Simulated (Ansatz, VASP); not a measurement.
# LiF (Griceite): VASP beside Ansatz

```
F Li
1.0
     0.00000    1.97289    1.97289
     1.97289    0.00000    1.97289
     1.97289    1.97289    0.00000
F Li
1 1
Direct
  0.50000 0.50000 0.50000
  0.00000 0.00000 0.00000
```

Alike in both runs: task single point; functional r2SCAN; k mesh 11 × 11 × 11; occupations fermi-dirac, width 0.05 eV; no spin polarisation.

```csv
,VASP,Ansatz
version,VASP 6.6.1,Ansatz 0.2.0
potentials or method,"VASP PAW PBE potentials, release 64 (F, Li_sv)",Ansatz PAW
plane-wave cutoff (eV),520,500
valence electrons in the cell,10,10
```

```tsv
	VASP	Ansatz	Ansatz less VASP
gap on the k mesh at the Fermi level (eV)	10.88	10.66	-0.226
least direct gap on the mesh (eV)	10.88	10.66	-0.226
```

With one functional, cell and mesh, what is left measures potentials, basis and numerics.

Caveats: an odd mesh through Γ misses points on the zone boundary, where band edges often lie (VASP); odd divisions of the mesh miss points on the zone boundary, where band edges often lie, so the gap on the mesh can be too wide (Ansatz). r2SCAN opens gaps a little over a GGA but as a rule still falls short of measured ones.
